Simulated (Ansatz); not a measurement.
**Be: changes ranked by their effect on the pressure**

```
CELL_PARAMETERS angstrom
2.29950 0.00000 0.00000
-1.14975 1.99143 0.00000
0.00000 0.00000 3.60090
ATOMIC_POSITIONS crystal
Be 0.33333 0.66667 0.25000
Be 0.66667 0.33333 0.75000
```

Atom numbers follow the list: Be1, Be2.

The cell comes from COD entry 9012017, which wasn't checked; take it as a given geometry. It was measured hot, at 658 K.

The calculation used Ansatz 0.2.0, DFT, PBE, all-electron LAPW, scalar-relativistic.

The runs use a Γ-centred 20×20×11 k mesh, Fermi–Dirac smearing of 0.05 eV, basis error target 1 meV/atom, no spin polarisation.

In this reference run the pressure is -4.7 GPa (positive in compression). Each change below is made alone, on the same k mesh, with fractional coordinates held unless an atom is moved; x, y and z are the Cartesian axes.

(1) One change shifts the pressure by +2.2 GPa. Which?
A. functional pbesol
B. volume scaled by 0.98
C. volume scaled by 1.02
D. atom 2 (Be) moved by (0.0000, 0.0000, 0.2000) Å
E. z strained by +4 % at fixed volume
F. functional lda

Answers

(1) B. The others give: z strained by +4 % at fixed volume, -0.2 GPa; functional pbesol, -1.0 GPa; volume scaled by 1.02, -2.1 GPa; functional lda, -5.3 GPa; atom 2 (Be) moved by (0.0000, 0.0000, 0.2000) Å, +3.2 GPa.
